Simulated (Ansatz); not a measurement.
**Equation of state of MgSe**

```
Mg Se
1.0
     0.00000    2.72550    2.72550
     2.72550    0.00000    2.72550
     2.72550    2.72550    0.00000
Mg Se
1 1
Direct
  0.00000 0.00000 0.00000
  0.50000 0.50000 0.50000
```

The conventional cell has a = 5.451 Å, b = 5.451 Å, c = 5.451 Å, α = 90.00°, β = 90.00°, γ = 90.00°. Mg (atom 1) is surrounded by 6 Se at 2.73 Å. Around Se (atom 2) lie 6 Mg at 2.73 Å.

The cell is COD entry 9008673, as deposited and not checked against the literature; nothing was relaxed. It is an old determination, and later ones may differ.

Levels of theory: DFT, PBE, all-electron LAPW, scalar-relativistic (Ansatz 0.2.0); DFT, PBE, PAW with Ansatz's default frozen-core files, scalar-relativistic (Ansatz 0.2.0).

For LAPW: a Γ-centred 8×8×8 k mesh, Fermi–Dirac smearing of 0.02 eV, basis error target 1 meV/atom, no spin polarisation. PAW takes a cutoff of 420 eV at this cell. The Ansatz runs share mesh, smearing and spin set-up. Plane-wave (PAW) pressures include the program's estimate of the Pulay term.

The cell above is scaled evenly, with fractional coordinates and shape held.

```tsv
V/V(cell)	V (Å³/atom)	P, LAPW (GPa)	P, PAW (GPa)	gap on the k mesh, LAPW (eV)	free energy over the lowest listed, PAW (meV/atom)
0.9600	19.436	5.08	5.08	1.89	21.5
0.9800	19.841	3.47	3.48	1.85	10.7
1.0000	20.246	2.03	2.03	1.82	3.7
1.0200	20.651	0.72	0.72	1.79	0.3
1.0400	21.056	-0.47	-0.47	1.75	0.0
```

(1) What do Birch–Murnaghan fits to the pressures give?

## Answers

(1) LAPW: V0 = 20.89 Å³/atom, B0 = 61 GPa, B0′ = 4.1; PAW: V0 = 20.89 Å³/atom, B0 = 61 GPa, B0′ = 4.1.
